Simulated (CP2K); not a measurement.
## FeO (Wuestite) under changes of volume

One of the cells (10.013 Å³/atom); the others are scaled copies at fixed shape and fractional positions:

```
CELL_PARAMETERS angstrom
3.04820 0.00000 0.00000
1.52410 2.63982 0.00000
1.52410 0.87994 2.48884
ATOMIC_POSITIONS crystal
Fe 0.00000 0.00000 0.00000
O 0.50000 0.50000 0.50000
```

```yaml
Program: CP2K 2026.2
Functional: LDA
Potentials_or_basis: GTH_POTENTIALS Fe GTH-PADE-q16, O GTH-PADE-q6; TZVP-MOLOPT-PBE-GTH basis
Density_cutoff: 8163 eV
k_mesh: 11 × 11 × 11
Occupations: fermi-dirac, width 0.01 eV
Spin: collinear spin, ferromagnetic start
Starting_moments: "[3.0, 0.0] μB"
```

```csv
volume (Å³/atom),energy over the lowest point (meV/atom),pressure (GPa)
9.413,0.00,-3.7
9.613,7.40,-8.0
9.813,19.90,-11.9
10.013,?,?
10.214,57.94,-18.3
10.414,82.55,-21.0
10.614,110.33,-23.4
```

Problem. What does the run at 10.013 Å³/atom give?

Solution. Energy over the lowest point 36.91 meV/atom; pressure -15.3 GPa.

Worked out: A Birch-Murnaghan fit of order 3 (a polynomial in V^(-2/3)) to the other rows has its minimum at 9.25 Å³/atom, just outside them, with B0 = V·E''(V) = 229 GPa and B' = 4.3. It gives 36.85 meV/atom at 10.013 Å³/atom, against the run's 36.91, and -dE/dV = -15.3 GPa, against -15.3.

Energies are extrapolated to zero smearing.

Caveats: the basis of atomic orbitals isn't converged, which shifts pressures, moduli and gaps; the total moment is fixed, so each spin has its own Fermi level; a cell with one magnetic atom can't hold antiferromagnetic order, which such compounds often take.
